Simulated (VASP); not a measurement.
# IrO2 (P4_2/mnm) in VASP: notebook

Runs on IrO2. Level: PBE+D3(BJ). Tasks: single point, relaxation of cell and atoms.

All numbers are computed with VASP 6.6.1; they aren't measurements. Logs are shortened: lines on timing, memory, paths and dates and some standing lists are left out, and cuts for length are marked.

**1. Starting point**

Symmetry: P4_2/mnm, No. 136, tetragonal system. Conventional cell: a = 4.503 Å, b = 4.503 Å, c = 3.172 Å, α = 90.00°, β = 90.00°, γ = 90.00°. Ir (site symmetry mmm) has 6 O at 1.96 to 2.00 Å as nearest neighbours. O (site symmetry m2m) has 3 Ir at 1.96 to 2.00 Å as nearest neighbours.

The cell is a database's computed one.

**2. Single point, PBE+D3(BJ)**

Input file INCAR:

```
PREC = Accurate
ENCUT = 520
EDIFF = 1E-6
ISMEAR = 0
SIGMA = 0.1
LREAL = F
LASPH = T
NELM = 100
ALGO = Fast
ISIF = 2
LWAVE = F
LCHARG = T
GGA = PE
IVDW = 12
LELF = T
LVHAR = T
NBANDS = 30
```

Input file KPOINTS:

```
Automatic mesh
0
Gamma
  8 8 12
```

Input file POSCAR:

```
IrO2
1.0
    4.5029058314      0.0000000000      0.0000000000
    0.0000000000      4.5029058314      0.0000000000
    0.0000000000      0.0000000000      3.1721892488
Ir O
2 4
Direct
    0.5000000000      0.5000000000      0.5000000000
    0.0000000000      0.0000000000      0.0000000000
    0.6914727434      0.6914727434      0.0000000000
    0.8085272566      0.1914727434      0.5000000000
    0.3085272566      0.3085272566      0.0000000000
    0.1914727434      0.8085272566      0.5000000000
```

Potentials or basis: VASP PAW PBE potentials, release 64 (Ir, O).

The run is started by

```sh
cat potpaw_PBE.64/Ir/POTCAR potpaw_PBE.64/O/POTCAR > POTCAR
mpirun -np 1 vasp_std > vasp.out
```

OUTCAR:

```text
PREC = Accurate
   ENCUT = 520
   EDIFF = 1E-6
   ISMEAR = 0
   LREAL = F
   LASPH = T
   NELM = 100
   ISIF = 2
   GGA = PE
   IVDW = 12
 IVDW          = 12

 ion  position               nearest neighbor table
   1  0.500  0.500  0.500-   4 1.96   6 1.96   5 2.00   3 2.00   3 2.00   5 2.00
   2  0.000  0.000  0.000-   3 1.96   5 1.96   4 2.00   6 2.00   4 2.00   6 2.00
   3  0.691  0.691  0.000-   2 1.96   1 2.00   1 2.00
   4  0.809  0.191  0.500-   1 1.96   2 2.00   2 2.00
   5  0.309  0.309  0.000-   2 1.96   1 2.00   1 2.00
   6  0.191  0.809  0.500-   1 1.96   2 2.00   2 2.00

  LATTYP: Found a simple tetragonal cell.
 ALAT       =     4.5029058314
 C/A-ratio  =     0.7044760356

  Lattice vectors:

 A1 = (   4.5029058314,   0.0000000000,   0.0000000000)
 A2 = (   0.0000000000,   4.5029058314,   0.0000000000)
 A3 = (   0.0000000000,   0.0000000000,   3.1721892488)

Analysis of symmetry for initial positions (statically):
=====================================================================
 Subroutine PRICEL returns:
 Original cell was already a primitive cell.

 Routine SETGRP: Setting up the symmetry group for a
 simple tetragonal supercell.

 Subroutine GETGRP returns: Found 16 space group operations
 (whereof  8 operations were pure point group operations)
 out of a pool of 16 trial point group operations.

The static configuration has the point symmetry D_2h.
 The point group associated with its full space group is D_4h.

Analysis of symmetry for dynamics (positions and initial velocities):
=====================================================================
 Subroutine PRICEL returns:
 Original cell was already a primitive cell.

 Routine SETGRP: Setting up the symmetry group for a
 simple tetragonal supercell.

 Subroutine GETGRP returns: Found 16 space group operations
 (whereof  8 operations were pure point group operations)
 out of a pool of 16 trial point group operations.

The dynamic configuration has the point symmetry D_2h.
 The point group associated with its full space group is D_4h.

 Subroutine INISYM returns: Found 16 space group operations
 (whereof  8 operations are pure point group operations),
 and found     1 'primitive' translations

----------------------------------------------------------------------------------------

                                     Primitive cell

  volume of cell :      64.3198

  direct lattice vectors                    reciprocal lattice vectors
     4.502905831  0.000000000  0.000000000     0.222078817  0.000000000  0.000000000
     0.000000000  4.502905831  0.000000000     0.000000000  0.222078817  0.000000000
     0.000000000  0.000000000  3.172189249     0.000000000  0.000000000  0.315239704

  length of vectors
     4.502905831  4.502905831  3.172189249     0.222078817  0.222078817  0.315239704

  position of ions in fractional coordinates (direct lattice)
     0.500000000  0.500000000  0.500000000
     0.000000000  0.000000000  0.000000000
     0.691472743  0.691472743  0.000000000
     0.808527257  0.191472743  0.500000000
     0.308527257  0.308527257  0.000000000
     0.191472743  0.808527257  0.500000000

  ion indices of the primitive-cell ions
   primitive index   ion index
                 1           1
                 2           2
                 3           3
                 4           4
                 5           5
                 6           6

----------------------------------------------------------------------------------------

 KPOINTS: Automatic mesh

Automatic generation of k-mesh.
 Grid dimensions read from file:
 generate k-points for:    8    8   12

 Generating k-lattice:

  Cartesian coordinates                     Fractional coordinates (reciprocal lattice)
     0.027759852  0.000000000  0.000000000     0.125000000  0.000000000  0.000000000
     0.000000000  0.027759852  0.000000000     0.000000000  0.125000000  0.000000000
     0.000000000  0.000000000  0.026269975     0.000000000  0.000000000  0.083333333

  Length of vectors
     0.027759852  0.027759852  0.026269975

  Shift w.r.t. Gamma in fractional coordinates (k-lattice)
     0.000000000  0.000000000  0.000000000

 Subroutine IBZKPT returns following result:
 ===========================================

 Found    105 irreducible k-points:

 Following reciprocal coordinates:
            Coordinates               Weight
  0.000000  0.000000  0.000000      1.000000
  0.125000  0.000000  0.000000      4.000000
  0.250000  0.000000  0.000000      4.000000
  0.375000  0.000000  0.000000      4.000000
  0.500000  0.000000  0.000000      2.000000
  0.125000  0.125000  0.000000      4.000000
[... 16 lines left out ...]
  0.375000  0.125000  0.083333     16.000000
  0.500000  0.125000  0.083333      8.000000
 [... further k-points ...]
   k-points           NKPTS =    105   k-points in BZ     NKDIM =    105   number of bands    NBANDS=     30
   number of dos      NEDOS =    301   number of ions     NIONS =      6
   total plane-waves  NPLWV =  31104
   dimension x,y,z NGX =    36 NGY =   36 NGZ =   24
   dimension x,y,z NGXF=    72 NGYF=   72 NGZF=   48
   ions per type =               2   4
   NGX,Y,Z   is equivalent  to a cutoff of  13.29, 13.29, 12.58 a.u.
   NGXF,Y,Z  is equivalent  to a cutoff of  26.58, 26.58, 25.16 a.u.
 SYSTEM =  unknown system
   PREC   = accura    normal or accurate (medium, high low for compatibility)
   ISTART =      0    job   : 0-new  1-cont  2-samecut
   ICHARG =      2    charge: 1-file 2-atom 10-const
   ISPIN  =      1    spin polarized calculation?
   LNONCOLLINEAR =      F non collinear calculations
   LSORBIT =      F    spin-orbit coupling
   LASPH  =      T    aspherical Exc in radial PAW
   ENCUT  =  520.0 eV  38.22 Ry    6.18 a.u.   8.37  8.37  5.90*2*pi/ulx,y,z
   NELM   =    100;   NELMIN=  2; NELMDL= -5     # of ELM steps
   EDIFF  = 0.1E-05   stopping-criterion for ELM
   LREAL  =      F    real-space projection
   EDIFFG = 0.1E-04   stopping-criterion for IOM
   NSW    =      0    number of steps for IOM
   IBRION =     -1    ionic relax: 0-MD 1-quasi-New 2-CG
   NFREE  =      0    steps in history (QN), initial steepest desc. (CG)
   ISIF   =      2    stress and relaxation
   ISYM   =      2    0-nonsym 1-usesym 2-fastsym
   POTIM  = 0.5000    time-step for ionic-motion
   TEBEG  =    0.0;   TEEND  =   0.0 temperature during run
   PSTRESS=    0.0 pullay stress
   NELECT =      42.0000    total number of electrons
   NUPDOWN=      -1.0000    fix difference up-down
   EMIN   =  10.00;   EMAX   =-10.00  energy-range for DOS
   EFERMI =   0.00;   METHOD = LEGACY
   ISMEAR =     0;   SIGMA  =   0.10  broadening in eV -4-tet -1-fermi 0-gaus
   EFERMI_NEDOS =   21; number of points for ismear=-14 and -15
   IALGO  =     68    algorithm
   IMIX   =      4    mixing-type and parameters
     AMIX     =   0.40;   BMIX     =  1.00
     AMIX_MAG =   1.60;   BMIX_MAG =  1.00
  volume/ion in A,a.u.               =      10.72        72.34
  Fermi-wavevector in a.u.,A,eV,Ry     =   1.420288  2.683955 27.445905  2.017217
  Thomas-Fermi vector in A             =   2.541219
   LORBIT       =      0    0 simple, 1 ext, 2 COOP (PROOUT), +10 PAW based schemes
   GGA     = PE    functional components
   LHFCALC =     F    Hartree Fock is set to
   AEXX    =    0.0000 exact exchange contribution
   IVDW    =    12    specifies the selected vdW correction
   LEPSILON=     F    determine dielectric tensor
   LRPA    =     F    only Hartree local field effects (RPA)
 non-spin polarized calculation
 RMM-DIIS sequential band-by-band and
 Gauss-broadening in eV      SIGMA  =   0.10
  energy-cutoff  :      520.00
  volume of cell :       64.32
 maximum number of plane-waves:      1764
 NGX is ok and might be reduce to    36
   NGX = 17   NGY = 17   NGZ = 11

 number of electron      41.9999995 magnetization

 Free energy of the ion-electron system (eV)
  ---------------------------------------------------
  ext. energy  EPLUGINS =         0.00000000
  ---------------------------------------------------
  free energy    TOTEN  =       -42.24595119 eV

  energy without entropy =      -42.23325310  energy(sigma->0) =      -42.23960214

 E-fermi :   6.1273     XC(G=0): -11.9808

 val. band max:        6.1236806098   @ k =   0.3750   0.3750   0.1667
 cond. band min:       6.1323607149   @ k =   0.2500   0.0000   0.3333
 fundamental gap:      0.0086801052
 Fermi energy:         6.1273327511

 k-point     1 :       0.0000    0.0000    0.0000
  band No.  band energies     occupation
      1     -15.0516      2.00000
      2     -13.8578      2.00000
      3     -12.7921      2.00000
      4     -12.7921      2.00000
      5      -3.6562      2.00000
      6      -3.4196      2.00000
[... 22 lines left out ...]
     29      14.6559      0.00000
     30      17.9532      0.00000

 k-point     2 :       0.1250    0.0000    0.0000
  band No.  band energies     occupation
      1     -14.9911      2.00000
      2     -13.8495      2.00000
      3     -12.8731      2.00000
      4     -12.8289      2.00000
      5      -3.4976      2.00000
      6      -3.2991      2.00000
[... 22 lines left out ...]
     29      14.7264      0.00000
     30      17.8254      0.00000

 k-point     3 :       0.2500    0.0000    0.0000
  band No.  band energies     occupation
      1     -14.8155      2.00000
      2     -13.8510      2.00000
      3     -13.0631      2.00000
      4     -12.9282      2.00000
      5      -3.0694      2.00000
      6      -2.9618      2.00000
[... 22 lines left out ...]
     29      14.9739      0.00000
     30      17.4584      0.00000

 k-point     4 :       0.3750    0.0000    0.0000
  band No.  band energies     occupation
      1     -14.5466      2.00000
      2     -13.9597      2.00000
      3     -13.2027      2.00000
      4     -13.0596      2.00000
      5      -2.5214      2.00000
      6      -2.4995      2.00000
[... 22 lines left out ...]
     29      15.4486      0.00000
     30      16.8547      0.00000

 k-point     5 :       0.5000    0.0000    0.0000
  band No.  band energies     occupation
      1     -14.2300      2.00000
      2     -14.2300      2.00000
      3     -13.1770      2.00000
      4     -13.1770      2.00000
      5      -2.2128      2.00000
      6      -2.2128      2.00000
[... 22 lines left out ...]
     29      16.1213      0.00000
     30      16.1213      0.00000
[... 526 lines left out ...]
     29      15.0639      0.00000
     30      17.6714      0.00000

 k-point    22 :       0.2500    0.1250    0.0833
  band No.  band energies     occupation
      1     -14.7185      2.00000
      2     -13.8184      2.00000
      3     -13.1769      2.00000
      4     -12.9141      2.00000
      5      -3.3198      2.00000
      6      -2.4270      2.00000
[... 22 lines left out ...]
     29      15.2339      0.00000
     30      17.3500      0.00000

 k-point    23 :       0.3750    0.1250    0.0833
  band No.  band energies     occupation
      1     -14.4816      2.00000
      2     -13.9458      2.00000
      3     -13.2426      2.00000
      4     -13.0366      2.00000
      5      -2.9497      2.00000
      6      -2.1004      2.00000
[... 22 lines left out ...]
     29      15.6416      0.00000
     30      16.8529      0.00000

 k-point    24 :       0.5000    0.1250    0.0833
  band No.  band energies     occupation
      1     -14.2008      2.00000
      2     -14.2008      2.00000
      3     -13.1686      2.00000
      4     -13.1686      2.00000
      5      -2.4457      2.00000
      6      -2.4457      2.00000
[... 22 lines left out ...]
     29      16.2326      0.00000
     30      16.2326      0.00000

 [... further k-points ...]

------------------------ aborting loop because EDIFF is reached ----------------------------------------

 Edisp (eV)   -1.48018

 E8    (eV) :    -0.5777

  FORCE on cell =-STRESS in cart. coord.  units (eV):
  Direction    XX          YY          ZZ          XY          YZ          ZX
  --------------------------------------------------------------------------------------
  -------------------------------------------------------------------------------------
  Total       0.88069     0.88069     1.22789     0.00000     0.00000     0.00000
  in kB      21.93758    21.93758    30.58613     0.00000     0.00000     0.00000
  external pressure =       24.82 kB  Pullay stress =        0.00 kB

 VOLUME and BASIS-vectors are now :
 -----------------------------------------------------------------------------
  energy-cutoff  :      520.00
  volume of cell :       64.32
      direct lattice vectors                 reciprocal lattice vectors
     4.502905831  0.000000000  0.000000000     0.222078817  0.000000000  0.000000000
     0.000000000  4.502905831  0.000000000     0.000000000  0.222078817  0.000000000
     0.000000000  0.000000000  3.172189249     0.000000000  0.000000000  0.315239704

 POSITION                                       TOTAL-FORCE (eV/Angst)
 -----------------------------------------------------------------------------------
      2.25145      2.25145      1.58609        -0.000000      0.000000      0.000000
      0.00000      0.00000      0.00000        -0.000000      0.000000      0.000000
      3.11364      3.11364      0.00000         0.002099      0.002099     -0.000000
      3.64072      0.86218      1.58609        -0.002099      0.002099      0.000000
      1.38927      1.38927      0.00000        -0.002099     -0.002099      0.000000
      0.86218      3.64072      1.58609         0.002099     -0.002099      0.000000
 -----------------------------------------------------------------------------------
    total drift:                                0.000000     -0.000000      0.000000

  FREE ENERGIE OF THE ION-ELECTRON SYSTEM (eV)
  ---------------------------------------------------
  free  energy   TOTEN  =       -43.7261289943 eV

  energy  without entropy=      -43.7134309018  energy(sigma->0) =      -43.71977995
```

It took 4.8 min on 1 thread of Intel Xeon Platinum 8375C at 2.90GHz (Ice Lake), shared host; peak memory 0.3 GiB.

Results:

| Quantity | Value |
| --- | --- |
| Free energy | -43.7261 eV |
| Pressure | 2.5 GPa |
| Band gap on the k mesh | none (metal or under the smearing width) |
| Dispersion energy per atom | -0.247 eV |

Forces on the atoms (eV/Å):
```
Ir   0.000  0.000  0.000
Ir   0.000  0.000  0.000
O    0.002  0.002  0.000
O   -0.002  0.002  0.000
O   -0.002 -0.002  0.000
O    0.002 -0.002  0.000
```

Stress tensor (GPa, compression positive):
```
2.19 0.00 0.00
0.00 2.19 0.00
0.00 0.00 3.06
```

Caveat: pairwise dispersion overbinds metals, which lowers pressure and volume. The run has no spin-orbit coupling, so splittings on Ir are missing.

**3. Relaxation of cell and atoms, PBE+D3(BJ)**

This run uses another cell than the first one, of 10.75 Å³/atom, 1.002 times its volume.

Input file INCAR:

```
  PREC = Accurate
  ENCUT = 600
  EDIFF = 1E-6
  ISMEAR = 0
  SIGMA = 0.1
  LREAL = False
  LASPH = True
  NELM = 80
  ALGO = Fast
  ISIF = 3
  LWAVE = False
  LCHARG = False
  GGA = PE
  IVDW = 12
  IBRION = 2
  NSW = 100
  EDIFFG = -0.01
```

KPOINTS is that of step 2.

Input file POSCAR:

```
IrO2
1.0
    4.5053138700      0.0000000000      0.0000000000
    0.0000000000      4.5053138700      0.0000000000
    0.0000000000      0.0000000000      3.1767063100
Ir O
2 4
Direct
    0.5000000000      0.5000000000      0.5000000000
    0.0000000000      0.0000000000      0.0000000000
    0.6913366900      0.6913366900      0.0000000000
    0.8086633100      0.1913367100      0.5000000000
    0.3086633100      0.3086633100      0.0000000000
    0.1913367100      0.8086633100      0.5000000000
```

Potentials or basis: VASP PAW PBE potentials, release 64 (Ir, O).

The run is started by

```sh
cat potpaw_PBE.64/Ir/POTCAR potpaw_PBE.64/O/POTCAR > POTCAR
mpirun -np 1 vasp_std > vasp.out
```

It took 18 min on 1 thread of Intel Xeon Platinum 8375C at 2.90GHz (Ice Lake), shared host; peak memory 0.34 GiB.

Results (log left out):

```
Free energy                            : -43.7395 eV
Relaxed volume                         : 10.80 Å³/atom
Relaxed cell                           : a = 4.513 Å, b = 4.513 Å, c = 3.182 Å, α = 90.00°, β = 90.00°, γ = 90.00°
Space group after relaxing (to 0.05 Å) : P4_2/mnm (No. 136)
Energy gained by relaxing              : 0.2 meV/atom
Ionic steps                            : 6
Pressure after relaxing                : 0.0 GPa
Largest force after relaxing           : 0.008 eV/Å
Band gap on the k mesh                 : none (metal or under the smearing width)
Dispersion energy per atom             : -0.245 eV
```

Forces in eV/Å, atoms in the order of the input:
```
Ir   0.000  0.000  0.000
Ir   0.000  0.000  0.000
O    0.006  0.006  0.000
O   -0.006  0.006  0.000
O   -0.006 -0.006  0.000
O    0.006 -0.006  0.000
```

Step by step:
| step | energy change (eV) | largest force (eV/Å) | pressure (GPa) | volume (Å³) |
| --- | --- | --- | --- | --- |
| 1 | 0.0000 | 0.0134 | 1.47 | 64.48 |
| 2 | 0.0040 | 0.0454 | -2.66 | 65.41 |
| 3 | -0.0014 | 0.0072 | 0.03 | 64.79 |
| 4 | -0.0014 | 0.0077 | 0.00 | 64.80 |
| 5 | -0.0015 | 0.0142 | -0.02 | 64.82 |
| 6 | -0.0015 | 0.0080 | -0.01 | 64.81 |

Final structure:
```yaml
crystal:
  lattice:
    - [4.51321, 0.00000, 0.00000]
    - [0.00000, 4.51321, 0.00000]
    - [0.00000, 0.00000, 3.18187]
  atoms:
    - { symbol: Ir, position: [0.50000, 0.50000, 0.50000] }
    - { symbol: Ir, position: [0.00000, 0.00000, 0.00000] }
    - { symbol: O, position: [0.69134, 0.69134, 0.00000] }
    - { symbol: O, position: [0.80866, 0.19134, 0.50000] }
    - { symbol: O, position: [0.30866, 0.30866, 0.00000] }
    - { symbol: O, position: [0.19134, 0.80866, 0.50000] }
```

Levels at points of the mesh, in eV from the Fermi level:
| k point | band 18 | band 19 | band 20 | band 21 | band 22 | band 23 | band 24 | band 25 |
| --- | --- | --- | --- | --- | --- | --- | --- | --- |
| (0.00, 0.00, 0.00) | -2.40 | -2.32 | -2.25 | -2.16 | 0.70 | 1.21 | 4.10 | 4.16 |
| (0.50, 0.00, 0.00) | -1.62 | -1.29 | -1.29 | -0.30 | -0.30 | 3.52 | 3.52 | 3.55 |
| (0.50, 0.50, 0.00) | -2.46 | -2.36 | -2.36 | 0.19 | 0.19 | 2.43 | 2.43 | 4.08 |
| (0.00, 0.00, 0.50) | -1.90 | -0.68 | -0.68 | 0.26 | 0.26 | 2.20 | 2.20 | 2.72 |
| (0.50, 0.00, 0.50) | -2.72 | -1.78 | -1.78 | 0.52 | 0.52 | 1.06 | 1.06 | 4.48 |
| (0.50, 0.50, 0.50) | -1.81 | -1.19 | -1.19 | -0.47 | -0.47 | 2.15 | 2.15 | 3.17 |

Caveat: pairwise dispersion overbinds metals, which lowers pressure and volume. Spin-orbit coupling is left out, which matters for the levels of Ir.

(Continued in part 2 of 2.)
